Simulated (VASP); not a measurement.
Input of a VASP 6.6.1 run:

File INCAR:

```
PREC = Accurate
ENCUT = 600
EDIFF = 1E-6
ISMEAR = 0
SIGMA = 0.03
LREAL = False
LASPH = True
NELM = 80
ALGO = Normal
ISIF = 3
LWAVE = False
LCHARG = False
GGA = PS
IBRION = 2
NSW = 90
EDIFFG = -0.01
KPAR = 4
```

Contents of KPOINTS:

```
regular mesh
0
Gamma
  4 8 6
```

POSCAR

```
SnS
1.0
   11.2000000000      0.0000000000      0.0000000000
    0.0000000000      3.9870000000      0.0000000000
    0.0000000000      0.0000000000      4.3340000000
Sn S
4 4
Direct
    0.1194000000      0.2500000000      0.1198000000
    0.3806000000      0.7500000000      0.6198000000
    0.6194000000      0.2500000000      0.3802000000
    0.8806000000      0.7500000000      0.8802000000
    0.8508000000      0.2500000000      0.4793000000
    0.6492000000      0.7500000000      0.9793000000
    0.3508000000      0.2500000000      0.0207000000
    0.1492000000      0.7500000000      0.5207000000
```

Potentials or basis: VASP PAW PBE potentials, release 64 (Sn_d, S).

The run is started by

```console
$ cat potpaw_PBE.64/Sn_d/POTCAR potpaw_PBE.64/S/POTCAR > POTCAR
$ mpirun -np 4 vasp_std > vasp.out
```

(1) Predict the relaxed cell.

(2) Estimate the space group after relaxing (to 0.05 Å).

## Answers

(1) a = 11.083 Å, b = 3.984 Å, c = 4.242 Å, α = 90.00°, β = 90.00°, γ = 90.00°.

(2) Pnma (No. 62).
